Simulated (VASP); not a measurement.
Input of a VASP 6.6.1 run:

INCAR

```
ALGO     = Normal         # electronic algorithm
EDIFF    = 1E-6           # SCF threshold, eV
EDIFFG   = -0.005         # ionic threshold
ENCUT    = 600            # plane-wave cutoff, eV
GGA      = PE             # functional
IBRION   = 2              # ionic algorithm
ISIF     = 3              # what is computed and relaxed
ISMEAR   = -1             # smearing method
IVDW     = 12             # dispersion correction
LASPH    = True           # aspherical terms in the spheres
LCHARG   = False          # write CHGCAR
LREAL    = False          # projectors in reciprocal space
LWAVE    = False          # write WAVECAR
NELM     = 100            # most SCF steps
NSW      = 80             # ionic steps
PREC     = Accurate       # precision mode
SIGMA    = 0.02           # smearing width, eV
```

The input KPOINTS:

```
k-points
0
Gamma
  6 6 6
```

The input POSCAR:

```
SnSe
1.0
    0.0000000000      3.0100000000      3.0100000000
    3.0100000000      0.0000000000      3.0100000000
    3.0100000000      3.0100000000      0.0000000000
Sn Se
1 1
Direct
    0.0000000000      0.0000000000      0.0000000000
    0.5000000000      0.5000000000      0.5000000000
```

Potentials or basis: VASP PAW PBE potentials, release 64 (Sn_d, Se).

The run is started by

```sh
$ cat potpaw_PBE.64/Sn_d/POTCAR potpaw_PBE.64/Se/POTCAR > POTCAR
$ mpirun -np 1 vasp_std > vasp.out
```

(1) Estimate the relaxed cell.

(2) Predict the band gap on the k mesh.

(3) What does it give for the space group after relaxing (to 0.05 Å)?

Results:

(1) a = 4.215 Å, b = 4.215 Å, c = 4.215 Å, α = 60.00°, β = 60.00°, γ = 60.00°.

(2) 0.71 eV, direct.

(3) Fm-3m (No. 225).

Caveat: spin-orbit coupling is left out, which moves the levels of the heavy elements.
